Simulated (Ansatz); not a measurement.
**Te at several levels of theory**

One geometry, relaxed with PBE+D3(BJ), and single points on it; plane waves with PAW potentials in Ansatz, scalar-relativistic unless the row names spin-orbit coupling. No spin polarisation. Meshes are on the primitive cell of 3 atoms. Gaps are the least over mesh and band path; pressure is positive in compression. Smearing is Gaussian, 0.10 eV. Rows that don't name D3 lack it, which shows in their pressure.

```yaml
crystal:
  lattice:
    - [4.31861, 0.00000, 0.00000]
    - [-2.15930, 3.74002, 0.00000]
    - [0.00000, 0.00000, 5.96574]
  atoms:
    - { symbol: Te, position: [0.28474, 0.00000, 0.33333] }
    - { symbol: Te, position: [0.00000, 0.28474, 0.66667] }
    - { symbol: Te, position: [0.71526, 0.71526, 0.00000] }
```

| level | cutoff (eV) | k mesh | gap (eV) | pressure (GPa) | rough cost with bands (core-min) |
| --- | --- | --- | --- | --- | --- |
| PBE+D3(BJ) | 420 | 12×12×8 | 0 | 0.0 | 2.6 |

Task: What do r2SCAN, PBE+D3(BJ) with spin-orbit coupling, LDA give on the same cell?

Result:
```
                              level cutoff (eV) k mesh gap (eV) pressure (GPa) rough cost with bands (core-min)
                             r2SCAN          500  12×12×8      0.16             1.9                                 5
PBE+D3(BJ) with spin-orbit coupling          420  12×12×8         0             0.3                                 5
                                LDA          420  12×12×8         0            -1.2                               2.7
```

Spin-orbit coupling is left out except in a row that names it, which matters for the bands of heavy elements.